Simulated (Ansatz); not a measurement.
Nb in Ansatz: convergence with k mesh

The system is Nb.

```
Nb
1.0
    -0.04103    2.19338    2.10885
     2.04640    0.04981    2.01800
     2.12625    2.18239   -0.03004
Nb
1
Direct
  0.03008 0.99603 0.99978
```

The cell isn't the ideal one: cell strained at random at fixed volume.

| Property | Result |
| --- | --- |
| Program | Ansatz 0.2.0 |
| Task | convergence study |
| Functional | r2SCAN |
| Potentials or basis | Ansatz NC |
| Cutoff | 1116 eV (not typed: the program's choice for these potentials) |
| k mesh | 3 × 3 × 3 |
| Occupations | fermi-dirac, width 0.05 eV |
| Spin | no spin polarisation |

These are the settings of the first run; the series varies k mesh, with any setting tied to it.

Hardware: 2 threads of Arm Neoverse V1, with other jobs on the host.

Problem. The values tried are 3 × 3 × 3, 4 × 4 × 4, 5 × 5 × 5, 6 × 6 × 6, 8 × 8 × 8, 9 × 10 × 10, 12 × 13 × 12, 14 × 15 × 15, 17 × 18 × 17, loosest first. From which on does the energy stay within 1 meV/atom of the tightest run that finished?

Solution. From 14 × 15 × 15 on.

```
      k mesh  energy less the tightest run, at zero smearing (meV/atom)  pressure (GPa)  SCF cycles  CPU time (s)  peak memory (GiB)
   3 × 3 × 3                                                     234.66            3.17           7           5.4               0.41
   4 × 4 × 4                                                     -13.78           -2.17           6           7.1               0.43
   5 × 5 × 5                                                     -33.48           -3.54           7            10               0.46
   6 × 6 × 6                                                     -14.03           -2.37           6            14                0.5
   8 × 8 × 8                                                      10.72           -2.72           6            30               0.55
 9 × 10 × 10                                                      -1.39           -2.53           6            47               0.68
12 × 13 × 12                                                       1.68           -2.54           6            95               0.94
14 × 15 × 15                                                      -0.59           -2.76           6           160                1.3
17 × 18 × 17                                                       0.00           -2.67           6           260                1.8
```

Against the tightest run, the pressure stays within 0.1 GPa from 14 × 15 × 15 on. Meshes of other sizes hit other points, so gaps and Fermi surfaces needn't settle smoothly. The tightest run that finished is the yardstick and may itself not be fully converged.

Caveat, for the tightest run too: the potentials were made for another functional, which shifts forces and pressure.
